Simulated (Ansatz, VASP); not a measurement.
## One calculation of KTaO3, two programs

POSCAR

```
KTaO3
1.0
    3.9086770089      0.0000000000      0.0000000000
    0.0000000000      3.9086770089      0.0000000000
    0.0000000000      0.0000000000      3.9086770089
K Ta O
1 1 3
Direct
    0.0000000000      0.0000000000      0.0000000000
    0.5000000000      0.5000000000      0.5000000000
    0.5000000000      0.5000000000      0.0000000000
    0.5000000000      0.0000000000      0.5000000000
    0.0000000000      0.5000000000      0.5000000000
```

File INCAR.step1:

```
SYSTEM = KTaO3
PREC = Accurate
ENCUT = 520
ISMEAR = 0
SIGMA = 0.01
LREAL = .FALSE.
LASPH = .TRUE.
NELM = 80
NBANDS = 27
GGA = PE
ALGO = Normal
EDIFF = 1E-4
LWAVE = .TRUE.
LCHARG = .FALSE.
```

File INCAR.step2:

```
SYSTEM = KTaO3
PREC = Accurate
ENCUT = 520
EDIFF = 1E-7
ISMEAR = 0
SIGMA = 0.01
LREAL = .FALSE.
LASPH = .TRUE.
NELM = 80
ALGO = Normal
ISIF = 2
LWAVE = .FALSE.
LCHARG = .TRUE.
METAGGA = R2SCAN
LMIXTAU = .TRUE.
LELF = .TRUE.
LVHAR = .TRUE.
NBANDS = 27
ISTART = 1
```

Contents of KPOINTS:

```
regular mesh
0
G
  6 6 6
  0 0 0
```

Input for Ansatz:

```yaml
crystal:
  lattice:
    - [3.9086770089, 0.0, 0.0]
    - [0.0, 3.9086770089, 0.0]
    - [0.0, 0.0, 3.9086770089]
  atoms:
    - { symbol: K, position: [0.0, 0.0, 0.0] }
    - { symbol: Ta, position: [0.5, 0.5, 0.5] }
    - { symbol: O, position: [0.5, 0.5, 0.0] }
    - { symbol: O, position: [0.5, 0.0, 0.5] }
    - { symbol: O, position: [0.0, 0.5, 0.5] }
kpoints:
  mp_grid: { grid: [6, 6, 6] }
hamiltonian:
  xc: r2scan
scf:
  occupations: { method: fixed }
  n_extra_bands: 5
output:
  forces: true
  stress: true
  eigenvalues: true
```

Alike in both runs: task single point; functional r2SCAN; k mesh 6 × 6 × 6; no spin polarisation.

|  | VASP | Ansatz |
| --- | --- | --- |
| version | VASP 6.6.1 | Ansatz 0.2.0 |
| potentials or method | VASP PAW PBE potentials, release 64 (K_sv, Ta_pv, O) | plane waves, PAW |
| plane-wave cutoff (eV) | 520 | 500 |
| occupations | gaussian, width 0.01 eV | fixed |
| valence electrons in the cell | 38 | 40 |

|  | VASP | Ansatz | Ansatz less VASP |
| --- | --- | --- | --- |
| gap on the k mesh at the Fermi level (eV) | 2.75 | 2.78 | +0.035 |
| pressure (GPa) | 16.1 | 14.8 | -1.27 |

The two sets of potentials don't hold the same shells in valence.

Caveats: so large a pressure means that the cell lies far from this level's equilibrium, or that cutoff or potentials fall short (VASP); the potentials were made for another functional, which shifts forces and pressure (VASP); spin-orbit coupling is left out, which moves the levels of the heavy elements. r2SCAN opens gaps a little over a GGA but as a rule still falls short of measured ones. A k mesh can miss the band edges.
